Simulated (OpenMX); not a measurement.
## NaI under changes of volume

One of the cells (33.899 Å³/atom); the others are scaled copies at fixed shape and fractional positions:

```
I Na
1.0
     0.00000    3.23640    3.23640
     3.23640    0.00000    3.23640
     3.23640    3.23640    0.00000
I Na
1 1
Direct
  0.50000 0.50000 0.50000
  0.00000 0.00000 0.00000
```

| Item | Value |
| --- | --- |
| Program | OpenMX 3.8.5 |
| Functional | PBE |
| Potentials or basis | OpenMX 2013 PBE set, I7.0-s3p2d2, Na9.0-s3p2, fixed grid of 50 × 50 × 50 points |
| k mesh | 7 × 7 × 7 |
| Occupations | fermi-dirac, width 0.05 eV |
| Spin | no spin polarisation |

```tsv
volume (Å³/atom)	energy over the lowest point (meV/atom)	gap on the mesh (eV)
31.865	19.98	3.89
32.543	12.27	3.83
33.221	6.56	3.78
33.899	?	?
34.577	0.64	3.67
35.255	0.00	3.62
35.933	0.63	3.58
```

Task: What does the run at 33.899 Å³/atom give?

Result: Energy over the lowest point 2.73 meV/atom; gap on the mesh 3.72 eV.

Worked out: A Birch-Murnaghan fit of order 3 (a polynomial in V^(-2/3)) to the other rows has its minimum at 35.24 Å³/atom with B0 = V·E''(V) = 16.2 GPa and B' = 5.0. It gives 2.79 meV/atom at 33.899 Å³/atom, against the run's 2.73. A straight line through the other rows of the gap, of slope -2.61 eV per unit of ln V (its deformation potential), gives 3.73 eV, against the run's 3.72.

Energies are extrapolated to zero smearing.

Caveats: spin-orbit coupling is left out, which moves the levels of the heavy elements; the basis of atomic orbitals isn't converged, which shifts pressures, moduli and gaps.
